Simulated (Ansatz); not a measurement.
KI (P6_3/mmc) from a database of computed structures, relaxed with r2SCAN in the PAW code Ansatz: the symmetry is P6_3/mmc (No. 194, hexagonal); a = 4.899 Å, c = 8.591 Å in the conventional setting, 44.65 Å³ an atom. Around K lie 6 I at 3.55 Å; around I lie 6 K at 3.55 Å. The primitive cell holds 4 atoms in 178.59 Å³. (Simulation; spin polarisation is off.)

Computed values: PBE gives a gap of 3.86 eV and PBE0 (25 % exact exchange) 5.54 eV; one over PBE's mean ε∞ is 0.350. HSE06 (6×6×2) gives a least gap of 4.85 eV, direct.

Q: What is the density?

A: The cell holds 2 K, 2 I: M = 2×39.098 + 2×126.904 = 332.00 u in V = 178.59 Å³. ρ = 1.66054 × M/V = 1.66054 × 332.00/178.59 = 3.087 g/cm³, for the static r2SCAN lattice.

Q: Taking the gap as linear in the share of unscreened exchange, estimate the gap of the hybrid whose share is 1/ε∞.

A: The slope is (5.54 − 3.86)/0.25 = 6.72 eV per unit share, so E_g ≈ 3.86 + 6.72 × 0.350 = 6.21 eV. The run with that share gives 6.23 eV (6×6×2 mesh), +0.02 eV from the straight line.

Q: At what wavelength does absorption set in by HSE06, excitons left aside?

A: λ = 1239.84 eV nm/E: 256 nm for the least gap. That lies in the ultraviolet, so by this gap the crystal is transparent to visible light.

No spin-orbit coupling is included; it can move band edges with weight on the heavy atoms by tenths of an eV.

The meshes of the hybrids are coarse, so their gaps aren't converged to the digits shown.
